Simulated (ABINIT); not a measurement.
Runs of ABINIT 10.8.3 (patched build) on InSe. It takes space group C2/m (No. 12, monoclinic). The conventional cell has a = 11.653 Å, b = 4.109 Å, c = 5.073 Å, α = 90.00°, β = 109.86°, γ = 90.00°. In (site symmetry m) has 3 Se at 2.68 to 2.69 Å and 1 In at 2.80 Å as nearest neighbours. Se (site symmetry m) has 3 In at 2.68 to 2.69 Å as nearest neighbours. The cell comes from a database or a generator and needn't be the stable form of this composition.

```tsv
task	level	potentials or basis	cell	k mesh	cutoff (eV)	fine-grid cutoff	cell freedom (optcell)	cutoff smearing ecutsm (Ha)	optimiser (ionmov)	force stop (Ha/bohr)	mesh quality	gap on the mesh (eV)	pressure (GPa)	relaxed volume (Å³/atom)	largest force (eV/Å)
band structure	r2SCAN	JTH PAW PBE v2.0	as given	4 × 4 × 4	707	1306.15 eV	-	-	-	-	not flagged	(a)	(b)	-	(c)
band structure	PBEsol	JTH PAW PBE v2.0	as given	7 × 7 × 6	599	1197.3 eV	-	-	-	-	not flagged	1.06	-1.2	-	0.07
relaxation of cell and atoms	PBEsol	JTH PAW PBE v2.0	relaxed	4 × 4 × 3	599	1197.3 eV	2	0.5	2	0.0005	coarse	0.86	0.0	25.40	0.01
band structure	LDA	JTH PAW LDA v2.0	as given	7 × 7 × 6	599	1197.3 eV	-	-	-	-	not flagged	0.98	-2.8	-	0.09
relaxation of cell and atoms	LDA	JTH PAW LDA v2.0	relaxed	4 × 4 × 4	599	1197.3 eV	2	0.5	22	0.0002	not flagged	0.88	0.0	24.53	0.01
```

Alike in all rows: no spin polarisation; smearing fermi-dirac 0.05 eV.

Question: Estimate the missing entries.

Answer: (a) 1.53; (b) -0.3; (c) 0.04.

Caveats: some runs use coarse meshes; spin-orbit coupling is left out, which moves the levels of the heavy elements; the PAW data sets were made with another functional, which shifts forces and pressure a little (some runs); an odd mesh through Γ misses points on the zone boundary, where band edges often lie (some runs).

A k mesh can miss the band edges, and the runs leave out spin-orbit coupling on In, Se.
